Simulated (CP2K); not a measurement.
# Pb in CP2K: convergence with r cutoff

Pb:

```
Pb
1.0
     3.47597    0.00000    0.00000
     1.75836    3.05244    0.00000
     1.77250    1.02007    2.83955
Pb
1
Direct
  0.00000 0.00000 0.00000
```

```yaml
Program: CP2K 2026.2
Task: single point
Functional: PBE
Dispersion: D3(BJ)
Potentials_or_basis: GTH_POTENTIALS Pb GTH-PBE-q4; DZVP-MOLOPT-SR-GTH basis
Density_cutoff: 6123 eV
k_mesh: 7 × 7 × 7
Occupations: fermi-dirac, width 0.1 eV
Spin: no spin polarisation
```

These are the settings of the first run; the series varies r cutoff, with any setting tied to it.

Hardware: 1 thread of Arm Neoverse V1 (shared host).

Question: The values tried are 6, 8, 10, 13, 17, 22, 30, loosest first. From which on does the pressure stay within 0.1 GPa of the tightest run that finished?

Answer: From 8 on.

| r cutoff | energy less the tightest run, at zero smearing (meV/atom) | pressure (GPa) | SCF cycles | CPU time (s) | peak memory (GiB) |
| --- | --- | --- | --- | --- | --- |
| 6 | 13.18 | 1.36 | 11 | 14 | 0.22 |
| 8 | 4.85 | 1.26 | 11 | 14 | 0.22 |
| 10 | 2.45 | 1.24 | 11 | 14 | 0.22 |
| 13 | 1.02 | 1.22 | 11 | 14 | 0.22 |
| 17 | 0.40 | 1.22 | 11 | 14 | 0.22 |
| 22 | 0.14 | 1.21 | 11 | 14 | 0.22 |
| 30 | 0.00 | 1.21 | 11 | 14 | 0.22 |

Against the tightest run, the energy stays within 1 meV/atom from 17 on. The tightest run that finished is the yardstick and may itself not be fully converged.

Caveat, for the tightest run too: the basis of atomic orbitals isn't converged, which shifts pressures, moduli and gaps; pairwise dispersion overbinds metals, which lowers pressure and volume. Spin-orbit coupling is left out, which matters for the levels of Pb.
